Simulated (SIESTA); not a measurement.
The system is MoS2, a slab with vacuum.

```xyz
12
Lattice="3.1837 0.0000 0.0000 -1.5919 2.7572 0.0000 0.0000 0.0000 34.4792" Properties=species:S:1:pos:R:3 pbc="T T T"
Mo    0.0000    1.8381    3.2257
Mo    0.0000    1.8381   24.8562
Mo    1.5919    0.9191    9.6231
Mo    1.5919    0.9191   31.2535
S     1.5919    0.9191    1.6738
S     1.5919    0.9191   23.3049
S     0.0000    1.8381    8.0712
S     0.0000    1.8381   29.7015
S     1.5919    0.9191    4.7777
S     1.5919    0.9191   26.4080
S     0.0000    1.8381   11.1743
S     0.0000    1.8381   32.8054
```

* Program: SIESTA 5.4.2
* Task: single point
* Functional: PBE
* Potentials or basis: PseudoDojo 0.4 standard (PBE files)
* Basis: DZP (energy shift 0.003 Ry; two zetas on semicore shells)
* Grid cutoff: 800 Ry
* Energy shift: 0.003 Ry
* k mesh: 10 × 10 × 1
* Occupations: fermi-dirac, width 0.05 eV
* Spin: no spin polarisation

On this cell: largest force 0.602 eV/Å; band gap on the k mesh 1.24 eV, indirect (least direct gap 1.90 eV).

The same run follows on a disturbed copy (atoms moved at random, drawn with an rms of 0.05 Å):

```
Mo S
1.0
     3.18372    0.00000    0.00000
    -1.59186    2.75718    0.00000
     0.00000    0.00000   34.47924
Mo S
4 8
Direct
  0.33316 0.67437 0.09329
  0.33496 0.67339 0.72135
  0.67294 0.35143 0.27968
  0.68250 0.35293 0.90571
  0.66339 0.33855 0.04908
  0.65473 0.34214 0.67619
  0.32906 0.66127 0.23545
  0.33351 0.66894 0.86176
  0.66852 0.33572 0.13970
  0.68024 0.34847 0.76503
  0.33940 0.65420 0.32433
  0.33840 0.66230 0.95154
```

Question: What changes?

Answer: The energy moves by +19.8 meV/atom; largest force 1.713 eV/Å; band gap on the k mesh 1.03 eV, indirect (least direct gap 1.74 eV).

Forces on the atoms (eV/Å):
```
Mo   0.074 -0.212  1.173
Mo  -0.186  0.347 -0.846
Mo   0.588 -1.598  0.182
Mo  -0.218 -1.170  1.028
S    0.057  0.079 -0.988
S    0.454 -0.085 -0.631
S   -0.043  0.714 -1.155
S    0.255  0.547 -1.235
S   -0.129  0.133 -0.192
S   -0.268 -0.262  1.452
S   -0.544  0.883  0.999
S   -0.037  0.622  0.212
```

Stress tensor (GPa, compression positive):
```
 3.73 -0.08 -1.37
-0.08  2.52  0.13
-1.37  0.13  5.47
```

Caveats: the basis of atomic orbitals isn't converged, which shifts pressures, moduli and gaps.

A k mesh can miss the band edges.
